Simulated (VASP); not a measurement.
GaP:

```
CELL_PARAMETERS angstrom
0.00000 2.72525 2.72525
2.72525 0.00000 2.72525
2.72525 2.72525 0.00000
ATOMIC_POSITIONS crystal
Ga 0.00000 0.00000 0.00000
P 0.75000 0.75000 0.75000
```

Program: VASP 6.6.1. Alike in all runs: task single point; level PBE0(alpha); potentials or basis VASP PAW PBE potentials, release 64 (Ga_d, P); no spin polarisation; cell as given; k mesh 4 × 4 × 4; cutoff (eV) 520; smearing fermi-dirac 0.05 eV; the mesh is coarse, so values aren't converged.

Q: Order these runs on this cell by their pressure, lowest first.
A. share of exact exchange 0.3
B. share of exact exchange 0.1
C. share of exact exchange 0.5

A: C (-1.3 GPa), A (0.2 GPa), B (2.0 GPa).

Caveats: all runs use coarse meshes; the PAW data sets were made with another functional, which shifts forces and pressure a little.

Runs at the PBE level aren't shown here.
